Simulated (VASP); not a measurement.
# La (Fm-3m) in VASP: reference runs, part 2 of 2

VASP 6.6.1. The steps go on from the part before.

### 3 Single point, PBE (cell strained at random at fixed volume)

File INCAR:

```
SYSTEM = La
ALGO = Normal ; EDIFF = 1E-7
ENCUT = 520 ; GGA = PE
ISIF = 2 ; ISMEAR = -1
LASPH = .True. ; LCHARG = .True.
LELF = .True. ; LREAL = .False.
LVHAR = .True. ; LWAVE = .False.
NBANDS = 12 ; NELM = 60
PREC = Accurate ; SIGMA = 0.05
```

File KPOINTS:

```
k-points
0
Gamma
  9 9 9
  0 0 0
```

File POSCAR:

```
La
1.0
    0.0108520000      2.6281270000      2.6395430000
    2.6559830000     -0.0107910000      2.6611860000
    2.6466100000      2.6403970000     -0.0014180000
La
1
Direct
   -0.0011650000      0.0020990000     -0.0022080000
```

Potentials or basis: VASP PAW PBE potentials, release 64 (La).

The run is started by

```
$ cat potpaw_PBE.64/La/POTCAR > POTCAR
$ mpirun -np 1 vasp_std > vasp.out
```

OUTCAR:

```text
SYSTEM = La
   EDIFF = 1E-7
   ENCUT = 520
   GGA = PE
   ISIF = 2
   ISMEAR = -1
   LASPH = .True.
   LREAL = .False.
   NELM = 60
   PREC = Accurate

 ion  position               nearest neighbor table
   1  0.999  0.002  0.998-

  Warning from LATTYP: Got some problem with cell dimensions!
  Tried to take original basis but could not verify dimensions!
  LATTYP: Found a triclinic cell.
 ALAT       =     6.4747371128
 B/A-ratio  =     0.5773950798
 C/A-ratio  =     0.8189113521
 COS(alpha) =     0.0007507174
 COS(beta)  =     0.4067690719
 COS(gamma) =     0.8670777034

  Lattice vectors:

 A1 = (  -5.2823680000,  -2.6526670000,   2.6423790000)
 A2 = (  -2.6466100000,  -2.6403970000,   0.0014180000)
 A3 = (   0.0202250000,  -0.0230610000,   5.3021470000)

Analysis of symmetry for initial positions (statically):
=====================================================================
 Subroutine PRICEL returns:
 Original cell was already a primitive cell.

 Routine SETGRP: Setting up the symmetry group for a
 triclinic supercell.

 Subroutine GETGRP returns: Found  2 space group operations
 (whereof  1 operations were pure point group operations)
 out of a pool of  2 trial point group operations.

The static configuration has the point symmetry C_1 .
 The point group associated with its full space group is S_2 .

Analysis of symmetry for dynamics (positions and initial velocities):
=====================================================================
 Subroutine PRICEL returns:
 Original cell was already a primitive cell.

 Routine SETGRP: Setting up the symmetry group for a
 triclinic supercell.

 Subroutine GETGRP returns: Found  2 space group operations
 (whereof  1 operations were pure point group operations)
 out of a pool of  2 trial point group operations.

The dynamic configuration has the point symmetry C_1 .
 The point group associated with its full space group is S_2 .

 Subroutine INISYM returns: Found  2 space group operations
 (whereof  1 operations are pure point group operations),
 and found     1 'primitive' translations
[... 145 lines left out ...]
   LHFCALC =     F    Hartree Fock is set to
   AEXX    =    0.0000 exact exchange contribution
   IVDW    =     0    specifies the selected vdW correction
   LEPSILON=     F    determine dielectric tensor
   LRPA    =     F    only Hartree local field effects (RPA)
 non-spin polarized calculation
  energy-cutoff  :      520.00
  volume of cell :       37.03
 maximum number of plane-waves:      1014
   NGX = 13   NGY = 13   NGZ = 13

 number of electron      10.9999999 magnetization

 Free energy of the ion-electron system (eV)
  ---------------------------------------------------
  ext. energy  EPLUGINS =         0.00000000
  ---------------------------------------------------
  free energy    TOTEN  =        -4.87986775 eV

  energy without entropy =       -4.85998539  energy(sigma->0) =       -4.86992657

 E-fermi :   7.9002     XC(G=0):  -9.5721

 val. band max:        7.8999461952   @ k =  -0.2222   0.4444   0.1111
 cond. band min:       7.9020693793   @ k =   0.2222  -0.4444   0.1111
 fundamental gap:      0.0021231841
 Fermi energy:         7.9001538283

 k-point     1 :       0.0000    0.0000    0.0000
  band No.  band energies     occupation
      1     -24.9643      2.00000
      2      -7.9654      2.00000
      3      -7.9540      2.00000
      4      -7.9422      2.00000
      5       4.7184      2.00000
      6       9.2040      0.00000
      7       9.3049      0.00000
      8       9.3855      0.00000
      9       9.4580      0.00000
     10       9.6933      0.00000
     11       9.7075      0.00000
     12       9.7184      0.00000
[... 571 lines left out ...]
 k-point    40 :      -0.2222    0.4444    0.0000
  band No.  band energies     occupation
      1     -24.7361      2.00000
      2      -9.1447      2.00000
      3      -8.5383      2.00000
      4      -8.2387      2.00000
      5       6.9831      2.00000
      6       7.9131      0.87150
      7       9.0503      0.00000
      8       9.5921      0.00000
      9       9.7005      0.00000
     10       9.7594      0.00000
     11      10.0689      0.00000
     12      10.1614      0.00000

 [... further k-points ...]

------------------------ aborting loop because EDIFF is reached ----------------------------------------

  FORCE on cell =-STRESS in cart. coord.  units (eV):
  Direction    XX          YY          ZZ          XY          YZ          ZX
  --------------------------------------------------------------------------------------
  -------------------------------------------------------------------------------------
  Total       -0.0065372      0.0023696     -0.0129259      0.0000878      0.0274712     -0.0235239
  in kB       -0.2828457      0.1025250     -0.5592651      0.0037994      1.1885971     -1.0178087
  external PRESSURE =      -0.2465286 kB  Pullay stress =       0.0000000 kB

 VOLUME and BASIS-vectors are now :
 -----------------------------------------------------------------------------
  energy-cutoff  :      520.00
  volume of cell :       37.03
      direct lattice vectors                 reciprocal lattice vectors
     0.010852000  2.628127000  2.639543000    -0.189753680  0.190302302  0.190154352
     2.655983000 -0.010791000  2.661186000     0.188311493 -0.188654140  0.187064004
     2.646610000  2.640397000 -0.001418000     0.189641497  0.188541956 -0.188506191

 POSITION                                       TOTAL-FORCE (eV/Angst)
 -----------------------------------------------------------------------------------
      2.65718      5.25961      2.64064         0.000000      0.000000     -0.000000
 -----------------------------------------------------------------------------------
    total drift:                                0.000001      0.000004     -0.000002

  FREE ENERGIE OF THE ION-ELECTRON SYSTEM (eV)
  ---------------------------------------------------
  free  energy   TOTEN  =        -4.8798677466 eV

  energy  without entropy=       -4.8599853885  energy(sigma->0) =       -4.86992657
```

stdout:

```text
POSCAR found type information on POSCAR La
 POSCAR found :  1 types and       1 ions
 scaLAPACK will be used
 LDA part: xc-table for (Slater+PW92), standard interpolation
 POSCAR, INCAR and KPOINTS ok, starting setup
 FFT: planning ... GRIDC
 FFT: planning ... GRID_SOFT
 FFT: planning ... GRID
 WAVECAR not read
 entering main loop
```

It took 2.8 min on 1 thread of Intel Xeon Platinum 8559C (Emerald Rapids), shared host; peak memory 0.34 GiB.

What came out:

```
Free energy            : -4.8799 eV
Pressure               : 0.0 GPa
Band gap on the k mesh : none (metal or under the smearing width)
```

Levels at points of the mesh, in eV from the Fermi level:
| k point | band 2 | band 3 | band 4 | band 5 | band 6 | band 7 | band 8 | band 9 | band 10 | band 11 |
| --- | --- | --- | --- | --- | --- | --- | --- | --- | --- | --- |
| (0.00, 0.00, 0.00) | -15.87 | -15.85 | -15.84 | -3.18 | 1.30 | 1.40 | 1.49 | 1.56 | 1.79 | 1.81 |
